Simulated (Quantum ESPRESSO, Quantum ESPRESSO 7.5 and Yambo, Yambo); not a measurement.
## InP (F-43m): G0W0 with Yambo, start to end

Wanted: ground state, empty states, screening and self-energy for InP (F-43m).

Program: Quantum ESPRESSO 7.5 and Yambo 5.3.0. Level of theory: PBE and many-body steps on it, plane waves. Results are calculated unless marked as measured.

The database entry behind the starting cell differs from later determinations by our own check (0.1 to 0.3 % short, probably kX units), so it need not match the best structure at ambient conditions.

**1. The starting structure**

The structure is cubic, space group F-43m (No. 216). Conventional cell: a = 5.861 Å, b = 5.861 Å, c = 5.861 Å, α = 90.00°, β = 90.00°, γ = 90.00°. Nearest to In lie 4 P at 2.54 Å. Nearest to P lie 4 In at 2.54 Å. Farther neighbours are not listed.

As a file:

```cif
data_structure
_symmetry_space_group_name_H-M 'P 1'
_symmetry_Int_Tables_number 1
_cell_length_a 4.1444
_cell_length_b 4.1444
_cell_length_c 4.1444
_cell_angle_alpha 60.000
_cell_angle_beta 60.000
_cell_angle_gamma 60.000
_cell_volume 50.33
loop_
_atom_site_label
_atom_site_type_symbol
_atom_site_fract_x
_atom_site_fract_y
_atom_site_fract_z
_atom_site_occupancy
In1 In 0.00000 0.00000 0.00000 1
P2 P 0.25000 0.25000 0.25000 1
```

The cell and positions come from the Crystallography Open Database and are kept as given unless a step says otherwise.

**2. Ground state**

This step: Quantum ESPRESSO 7.5; DFT, PBE, plane waves, norm-conserving pseudopotentials.

The ground-state density comes first.

The input, pw.in:

```
&control
  calculation = 'scf'
  prefix = 'x'
  outdir = 'o'
  pseudo_dir = 'pseudo'
/
&system
  ibrav = 0
  nat = 2
  ntyp = 2
  ecutwfc = 80.0
  nbnd = 18
  force_symmorphic = .true.
/
&electrons
  conv_thr = 1e-10
  electron_maxstep = 80
  mixing_beta = 0.5
/
ATOMIC_SPECIES
  In 114.82 In.upf
  P 30.974 P.upf
CELL_PARAMETERS angstrom
  -0.0000000000 2.9305000000 2.9305000000
  2.9305000000 -0.0000000000 2.9305000000
  2.9305000000 2.9305000000 -0.0000000000
ATOMIC_POSITIONS crystal
  In 0.0000000000 0.0000000000 0.0000000000
  P 0.2500000000 0.2500000000 0.2500000000
K_POINTS automatic
  6 6 6 0 0 0
```

The run is started by

```console
> OMP_NUM_THREADS=1 mpirun -n 4 pw.x -nk 4 -in pw.in > pw.out
```

The program printed:

```text
Program PWSCF v.7.5 starts

     This program is part of the open-source Quantum ESPRESSO suite
     for quantum simulation of materials; please cite
         "P. Giannozzi et al., J. Phys.:Condens. Matter 21 395502 (2009);
         "P. Giannozzi et al., J. Phys.:Condens. Matter 29 465901 (2017);
         "P. Giannozzi et al., J. Chem. Phys. 152 154105 (2020);
     in publications or presentations arising from this work. More details at
     Message from routine setup:
     using ibrav=0 with symmetry is DISCOURAGED, use correct ibrav instead

     G-vector sticks info

     bravais-lattice index     =            0
     lattice parameter (alat)  =       7.8317  a.u.
     unit-cell volume          =     339.6658 (a.u.)^3
     number of atoms/cell      =            2
     number of atomic types    =            2
     number of electrons       =        26.00
     number of Kohn-Sham states=           18
     kinetic-energy cutoff     =      80.0000  Ry
     charge density cutoff     =     320.0000  Ry
     scf convergence threshold =      1.0E-10
     mixing beta               =       0.5000
     number of iterations used =            8  plain     mixing
     Exchange-correlation= PBE
                           (   1   4   3   4   0   0   0)

     celldm(1)=   7.831692  celldm(2)=   0.000000  celldm(3)=   0.000000
     celldm(4)=   0.000000  celldm(5)=   0.000000  celldm(6)=   0.000000

     crystal axes: (cart. coord. in units of alat)
               a(1) = (  -0.000000   0.707107   0.707107 )
               a(2) = (   0.707107  -0.000000   0.707107 )
               a(3) = (   0.707107   0.707107  -0.000000 )

     reciprocal axes: (cart. coord. in units 2 pi/alat)
               b(1) = ( -0.707107  0.707107  0.707107 )
               b(2) = (  0.707107 -0.707107  0.707107 )
               b(3) = (  0.707107  0.707107 -0.707107 )
     Pseudo is Norm-conserving + core correction, Zval = 21.0
     Generated using ONCVPSP code by D. R. Hamann
     Using radial grid of 1964 points,  6 beta functions with:
     Pseudo is Norm-conserving + core correction, Zval =  5.0
     Generated using ONCVPSP code by D. R. Hamann
     Using radial grid of 1298 points,  6 beta functions with:
     In               21.00   114.82000     In( 1.00)
     P                 5.00    30.97400     P ( 1.00)

     24 Sym. Ops. (no inversion) found

   Cartesian axes

     site n.     atom                  positions (alat units)
         1        In     tau(   1) = (   0.0000000   0.0000000   0.0000000  )
         2        P      tau(   2) = (   0.3535534   0.3535534   0.3535534  )

     number of k points=    16
                       cart. coord. in units 2pi/alat
        k(    1) = (   0.0000000   0.0000000   0.0000000), wk =   0.0092593
        k(    2) = (   0.1178511   0.1178511  -0.1178511), wk =   0.0740741
        k(    3) = (   0.2357023   0.2357023  -0.2357023), wk =   0.0740741
        k(    4) = (  -0.3535534  -0.3535534   0.3535534), wk =   0.0370370
        k(    5) = (   0.2357023   0.0000000  -0.0000000), wk =   0.0555556
        k(    6) = (   0.3535534   0.1178511  -0.1178511), wk =   0.2222222
        k(    7) = (  -0.2357023  -0.4714045   0.4714045), wk =   0.2222222
        k(    8) = (  -0.1178511  -0.3535534   0.3535534), wk =   0.2222222
        k(    9) = (   0.0000000  -0.2357023   0.2357023), wk =   0.1111111
        k(   10) = (   0.4714045   0.0000000  -0.0000000), wk =   0.0555556
     [... 4 further rows ...]
        k(   15) = (  -0.1178511  -0.3535534   0.5892557), wk =   0.2222222
        k(   16) = (  -0.7071068   0.2357023   0.0000000), wk =   0.1111111

     Dense  grid:    32743 G-vectors     FFT dimensions: (  45,  45,  45)

     Initial potential from superposition of free atoms

     starting charge      25.9960, renormalised to      26.0000
     Starting wfcs are   17 randomized atomic wfcs +    1 random wfcs

     per-process dynamical memory:    29.2 Mb

     Self-consistent Calculation

     iteration #  1     ecut=    80.00 Ry     beta= 0.50

     Threshold (ethr) on eigenvalues was too large:
     Diagonalizing with lowered threshold

     total energy              =    -412.74719096 Ry
     estimated scf accuracy    <       0.10756670 Ry

     iteration #  2     ecut=    80.00 Ry     beta= 0.50

     total energy              =    -412.77048180 Ry
     estimated scf accuracy    <       0.00817355 Ry

     iteration #  3     ecut=    80.00 Ry     beta= 0.50

     total energy              =    -412.77131041 Ry
     estimated scf accuracy    <       0.00140240 Ry

     iteration #  4     ecut=    80.00 Ry     beta= 0.50

     total energy              =    -412.77135922 Ry
     estimated scf accuracy    <       0.00003002 Ry

     iteration #  5     ecut=    80.00 Ry     beta= 0.50

     total energy              =    -412.77136701 Ry
     estimated scf accuracy    <       0.00000138 Ry

     iteration #  6     ecut=    80.00 Ry     beta= 0.50

     total energy              =    -412.77136749 Ry
     estimated scf accuracy    <       0.00000022 Ry

     iteration #  7     ecut=    80.00 Ry     beta= 0.50

     total energy              =    -412.77136754 Ry
     estimated scf accuracy    <          2.9E-09 Ry

     iteration #  8     ecut=    80.00 Ry     beta= 0.50

     total energy              =    -412.77136755 Ry
     estimated scf accuracy    <          5.7E-10 Ry

     iteration #  9     ecut=    80.00 Ry     beta= 0.50

     End of self-consistent calculation

          k = 0.0000 0.0000 0.0000 (  4111 PWs)   bands (ev):

  -106.7152 -65.1924 -65.1924 -65.1924  -5.8886  -5.8886  -5.8886  -5.7380
    -5.7380  -3.2029   8.3155   8.3155   8.3155   9.0235  12.4042  12.4042
    12.4042  16.9072

          k = 0.1179 0.1179-0.1179 (  4095 PWs)   bands (ev):

  -106.7152 -65.1925 -65.1924 -65.1924  -5.9203  -5.8762  -5.8762  -5.7375
    -5.7375  -2.8900   6.1316   8.0113   8.0113  10.1164  12.8142  12.8433
    12.8433  16.9197

          k = 0.2357 0.2357-0.2357 (  4128 PWs)   bands (ev):

  -106.7152 -65.1926 -65.1925 -65.1925  -5.9792  -5.8565  -5.8565  -5.7310
    -5.7310  -2.0823   3.7500   7.5397   7.5397   9.9694  13.1812  13.1812
    14.5976  17.2294

          k =-0.3536-0.3536 0.3536 (  4092 PWs)   bands (ev):

     [... further k-points ...]

     highest occupied, lowest unoccupied level (ev):     8.3155    9.0235

!    total energy              =    -412.77136755 Ry
     estimated scf accuracy    <          4.4E-12 Ry

     The total energy is the sum of the following terms:
     one-electron contribution =    -293.34663969 Ry
     hartree contribution      =     148.97325131 Ry
     xc contribution           =     -60.28874543 Ry
     ewald contribution        =    -208.10923374 Ry

     convergence has been achieved in   9 iterations

     XML data file, charge density, pseudopotentials, collected wavefunctions

=------------------------------------------------------------------------------=
   JOB DONE.
=------------------------------------------------------------------------------=
```

Run time: 5.9 s. Hardware: 4 MPI ranks of Arm Neoverse V1, shared host; peak memory 0.31 GiB.

Numbers from this step:

* total energy: -5616.0406 eV
* gap: 0.7080 eV
* k of the valence top: 0, 0, 0
* k of the conduction bottom: 0, 0, 0
* least direct gap: 0.7080 eV

The gap is direct, at Γ.

**3. Bands along the symmetry lines**

Levels along a band path, at the cheap level, show where the edges lie and whether the meshes to come will hold them.

The input, pw.in:

```
&control
  calculation = 'bands'
  prefix = 'x'
  outdir = 'o'
  pseudo_dir = 'pseudo'
/
&system
  ibrav = 0
  nat = 2
  ntyp = 2
  ecutwfc = 80.0
  nbnd = 19
  force_symmorphic = .true.
/
&electrons
  conv_thr = 1e-9
  electron_maxstep = 80
  diago_full_acc = .true.
  diago_thr_init = 5e-6
/
ATOMIC_SPECIES
  In 114.82 In.upf
  P 30.974 P.upf
CELL_PARAMETERS angstrom
  -0.0000000000 2.9305000000 2.9305000000
  2.9305000000 -0.0000000000 2.9305000000
  2.9305000000 2.9305000000 -0.0000000000
ATOMIC_POSITIONS crystal
  In 0.0000000000 0.0000000000 0.0000000000
  P 0.2500000000 0.2500000000 0.2500000000
K_POINTS crystal
  50
  0.00000000 0.00000000 0.00000000 1
  -0.06250000 -0.06250000 0.00000000 1
  -0.12500000 -0.12500000 0.00000000 1
  -0.18750000 -0.18750000 0.00000000 1
  -0.25000000 -0.25000000 0.00000000 1
  -0.31250000 -0.31250000 0.00000000 1
  -0.37500000 -0.37500000 0.00000000 1
  -0.43750000 -0.43750000 0.00000000 1
  -0.50000000 -0.50000000 0.00000000 1
  -0.48437500 -0.48437500 0.03125000 1
  -0.46875000 -0.46875000 0.06250000 1
  -0.45312500 -0.45312500 0.09375000 1
  -0.43750000 -0.43750000 0.12500000 1
  -0.42187500 -0.42187500 0.15625000 1
  -0.40625000 -0.40625000 0.18750000 1
  -0.39062500 -0.39062500 0.21875000 1
  -0.37500000 -0.37500000 0.25000000 1
  -0.37500000 0.00000000 0.37500000 1
  -0.32812500 0.00000000 0.32812500 1
  -0.28125000 0.00000000 0.28125000 1
  -0.23437500 0.00000000 0.23437500 1
  -0.18750000 0.00000000 0.18750000 1
  -0.14062500 0.00000000 0.14062500 1
  -0.09375000 0.00000000 0.09375000 1
  -0.04687500 0.00000000 0.04687500 1
  0.00000000 0.00000000 0.00000000 1
  0.00000000 0.00000000 0.06250000 1
  0.00000000 0.00000000 0.12500000 1
  0.00000000 0.00000000 0.18750000 1
  0.00000000 0.00000000 0.25000000 1
  0.00000000 0.00000000 0.31250000 1
  0.00000000 0.00000000 0.37500000 1
  0.00000000 0.00000000 0.43750000 1
  -0.00000000 -0.00000000 0.50000000 1
  -0.06250000 -0.03125000 0.46875000 1
  -0.12500000 -0.06250000 0.43750000 1
  -0.18750000 -0.09375000 0.40625000 1
  -0.25000000 -0.12500000 0.37500000 1
  -0.31250000 -0.15625000 0.34375000 1
  -0.37500000 -0.18750000 0.31250000 1
  -0.43750000 -0.21875000 0.28125000 1
  -0.50000000 -0.25000000 0.25000000 1
  -0.50000000 -0.28125000 0.21875000 1
  -0.50000000 -0.31250000 0.18750000 1
  -0.50000000 -0.34375000 0.15625000 1
  -0.50000000 -0.37500000 0.12500000 1
  -0.50000000 -0.40625000 0.09375000 1
  -0.50000000 -0.43750000 0.06250000 1
  -0.50000000 -0.46875000 0.03125000 1
  -0.50000000 -0.50000000 0.00000000 1
```

The program printed:

```text
[banner, memory and clock lines left out]
Program PWSCF v.7.5 starts

     Atomic positions and unit cell read from directory:
     o/x.save/

     Message from routine setup:
     using ibrav=0 with symmetry is DISCOURAGED, use correct ibrav instead

     G-vector sticks info

     bravais-lattice index     =            0
     lattice parameter (alat)  =       7.8317  a.u.
     unit-cell volume          =     339.6658 (a.u.)^3
     number of atoms/cell      =            2
     number of atomic types    =            2
     number of electrons       =        26.00
     number of Kohn-Sham states=           19
     kinetic-energy cutoff     =      80.0000  Ry
     charge density cutoff     =     320.0000  Ry
     Exchange-correlation= PBE
                           (   1   4   3   4   0   0   0)

     celldm(1)=   7.831692  celldm(2)=   0.000000  celldm(3)=   0.000000
     celldm(4)=   0.000000  celldm(5)=   0.000000  celldm(6)=   0.000000

     crystal axes: (cart. coord. in units of alat)
               a(1) = (  -0.000000   0.707107   0.707107 )
               a(2) = (   0.707107  -0.000000   0.707107 )
               a(3) = (   0.707107   0.707107  -0.000000 )

     reciprocal axes: (cart. coord. in units 2 pi/alat)
               b(1) = ( -0.707107  0.707107  0.707107 )
               b(2) = (  0.707107 -0.707107  0.707107 )
               b(3) = (  0.707107  0.707107 -0.707107 )
     Pseudo is Norm-conserving + core correction, Zval = 21.0
     Generated using ONCVPSP code by D. R. Hamann
     Using radial grid of 1964 points,  6 beta functions with:
     Pseudo is Norm-conserving + core correction, Zval =  5.0
     Generated using ONCVPSP code by D. R. Hamann
     Using radial grid of 1298 points,  6 beta functions with:
     In               21.00   114.82000     In( 1.00)
     P                 5.00    30.97400     P ( 1.00)

     24 Sym. Ops. (no inversion) found

   Cartesian axes

     site n.     atom                  positions (alat units)
         1        In     tau(   1) = (   0.0000000   0.0000000   0.0000000  )
         2        P      tau(   2) = (   0.3535534   0.3535534   0.3535534  )

     number of k points=    50
                       cart. coord. in units 2pi/alat
        k(    1) = (   0.0000000   0.0000000   0.0000000), wk =   0.0400000
        k(    2) = (   0.0000000   0.0000000  -0.0883883), wk =   0.0400000
        k(    3) = (   0.0000000   0.0000000  -0.1767767), wk =   0.0400000
[...]
[... 38 further rows ...]
        k(   49) = (   0.0441942  -0.0000000  -0.7071068), wk =   0.0400000
        k(   50) = (   0.0000000   0.0000000  -0.7071068), wk =   0.0400000

     Dense  grid:    32743 G-vectors     FFT dimensions: (  45,  45,  45)

     The potential is recalculated from file :
     o/x.save/charge-density

     Starting wfcs are   17 randomized atomic wfcs +    2 random wfcs

     Band Structure Calculation

     End of band structure calculation

          k = 0.0000 0.0000 0.0000 (  4111 PWs)   bands (ev):

  -106.7152 -65.1924 -65.1924 -65.1924  -5.8886  -5.8886  -5.8886  -5.7380
    -5.7380  -3.2029   8.3155   8.3155   8.3155   9.0235  12.4042  12.4042
    12.4042  16.9072  17.7286

          k = 0.0000 0.0000-0.0884 (  4103 PWs)   bands (ev):

  -106.7152 -65.1925 -65.1925 -65.1925  -5.8974  -5.8848  -5.8848  -5.7395
[...]
12.6067  17.0901  17.2618

          k = 0.0000 0.0000-0.1768 (  4100 PWs)   bands (ev):

[...]
13.1364  16.1163  17.8741

          k =-0.0000 0.0000-0.2652 (  4084 PWs)   bands (ev):

[...]
k = 0.0000 0.0000-0.3536 (  4088 PWs)   bands (ev):

[...]
k = 0.0000-0.0000-0.4419 (  4092 PWs)   bands (ev):

[...]
k =-0.0000 0.0000-0.5303 (  4100 PWs)   bands (ev):

[...]
k = 0.0000-0.0000-0.6187 (  4100 PWs)   bands (ev):

[...]
k = 0.5303-0.0000-0.5303 (  4103 PWs)   bands (ev):

[...]
k = 0.0000 0.0000 0.0000 (  4111 PWs)   bands (ev):

[...]
k = 0.1326 0.0000-0.7071 (  4114 PWs)   bands (ev):

[...]
k = 0.0884-0.0000-0.7071 (  4118 PWs)   bands (ev):

[...]
k = 0.0442-0.0000-0.7071 (  4116 PWs)   bands (ev):

[...]
17.6970  18.0122  19.1705

          k = 0.0000 0.0000-0.7071 (  4088 PWs)   bands (ev):

  -106.7152 -65.1927 -65.1925 -65.1925  -6.0730  -5.7891  -5.7842  -5.7842
    -5.7030  -0.8270   2.5637   5.9959   5.9959  10.0755  10.5818  17.5427
    17.9010  17.9010  19.0944

     XML data file, pseudopotentials, collected wavefunctions
```

Run time: 5.3 s. Hardware: 4 MPI ranks; peak memory 0.28 GiB; 21 s of CPU time.

This step gave:

```
gap                        : 0.7080 eV
k of the valence top       : 0, 0, 0
k of the conduction bottom : 0, 0, 0
least direct gap           : 0.7080 eV
```

The gap is 0.708 eV, as in the run before at this level.

The electronic bands at the labelled points (eV, zero at the top of the highest filled band):

| point | band 10 | band 11 | band 12 | band 13 | band 14 | band 15 | band 16 | band 17 |
| --- | --- | --- | --- | --- | --- | --- | --- | --- |
| Γ | -11.52 | 0.00 | 0.00 | 0.00 | 0.71 | 4.09 | 4.09 | 4.09 |
| halfway | -10.62 | -3.34 | -1.41 | -1.41 | 2.49 | 3.13 | 6.38 | 6.38 |
| X | -9.14 | -5.75 | -2.32 | -2.32 | 1.76 | 2.27 | 9.23 | 9.59 |
| halfway | -9.13 | -5.71 | -2.75 | -2.22 | 2.04 | 2.87 | 8.40 | 8.71 |
| U | -9.15 | -5.61 | -3.30 | -1.94 | 2.36 | 4.39 | 7.52 | 7.54 |
| jump to K | -9.15 | -5.61 | -3.30 | -1.94 | 2.36 | 4.39 | 7.52 | 7.54 |
| halfway | -10.53 | -3.80 | -2.01 | -0.57 | 2.84 | 4.69 | 4.99 | 5.22 |
| Γ | -11.52 | 0.00 | 0.00 | 0.00 | 0.71 | 4.09 | 4.09 | 4.09 |
| halfway | -10.84 | -3.44 | -0.56 | -0.56 | 1.79 | 4.79 | 4.79 | 5.33 |
| L | -9.80 | -5.73 | -0.97 | -0.97 | 1.50 | 4.81 | 4.81 | 7.12 |
| halfway | -9.48 | -5.54 | -2.69 | -1.63 | 3.17 | 4.18 | 5.88 | 7.23 |
| W | -9.06 | -5.60 | -2.95 | -2.91 | 4.29 | 4.38 | 5.57 | 6.21 |
| halfway | -9.10 | -5.68 | -2.65 | -2.64 | 2.69 | 3.10 | 7.66 | 7.75 |
| X | -9.14 | -5.75 | -2.32 | -2.32 | 1.76 | 2.27 | 9.23 | 9.59 |

The electronic bands as a text plot (rows in eV, shown from -8.0 to 6.7 only):

```
    6.4 |     ++            ++                 +         ++++
    5.8 |    +              ++               ++      ++++ ++
    5.2 |                  ++++++++         +     +++    +
    4.6 | +++             +     ++++++   +++++++++++++  +++
    4.0 |++              +       ++++++++++           ++++ ++
    3.3 |  ++ ++        +                             ++    ++
    2.7 |    ++++++    +   ++++++++                  +       +++
    2.1 |  ++   +++++++++++        ++      +        +         +++
    1.5 | +        +++               +   ++ ++++++++
    0.9 |+                            +++
    0.3 |*                           ***
   -0.3 | ***                   ******  *****
   -1.0 | *  *                **   ***       ********
   -1.6 |  ** ****         ***   ****    **         ***
   -2.2 |    *    *********     *                    * **      **
   -2.8 |              **     ** **        *          ** ******
   -3.4 |     **         *****              *           **
   -4.0 |       **              *            **
   -4.6 |                     **
   -5.2 |         ***      ***                 **     ***
   -5.9 |            ******                      *****   ********
   -6.5 |
   -7.1 |
   -7.7 |
         Γ           X  U|K            Γ         L        W     X
```

[end of part 1 of 2]

[Paths, hosts, dates, memory and timing lines, banners, echoed tables and standing remarks are left out of the program output.]

[Logs are printed without paths, hosts, clocks, repeated set-up lines and the standing remarks that a program may print on its own settings, such as how far it seeks lower states.]

[Runs of the session that timed out or met a known fault of the program may be left out.]

[Hosts, paths, dates, database ids (printed as entryN), source tags and the programs' standing remarks are cut or masked in the printed files.]
